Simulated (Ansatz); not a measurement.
CdTe (zincblende type), DFT, PBE, all-electron LAPW, scalar-relativistic (Ansatz 0.2.0), on 1 thread of Arm Neoverse V1 (shared host).

Command: `ansatz run input.yaml --threads 1 --pin off --max-ram 3584MiB --backend cpu --events-out ev --progress --plain --runs-dir out`

```yaml
crystal:
  lattice:
    - [0.0, 2.8777731523, 2.8777731523]
    - [2.8777731523, 0.0, 2.8777731523]
    - [2.8777731523, 2.8777731523, 0.0]
  atoms:
    - { symbol: Cd, position: [0.0, 0.0, 0.0] }
    - { symbol: Te, position: [0.25, 0.25, 0.25] }
kpoints:
  mp_grid: { grid: [12, 12, 12] }
scf:
  occupations: { method: fermi_dirac, width: 0.05 }
hamiltonian:
  xc: pbe
  pseudopotentials: { kind: all_electron, lapw: { basis_error: 0.0005 } }
output:
  forces: true
  stress: true
  eigenvalues: true
relax:
  f_tol: 0.005
  max_steps: 12
  cell: { p_target: 40.0, stress_tol: 0.03 }
```

(1) How large is the problem that the program sets up?

(2) About how long does it take, and how much memory?

## Answers

(1) 72 irreducible k-points, 869 plane waves at Γ, 33 bands.

(2) 100 s of wall time for 9 SCF iterations over 1 geometries, with a peak of 0.54 GiB. Times on shared machines scatter by tens of per cent.
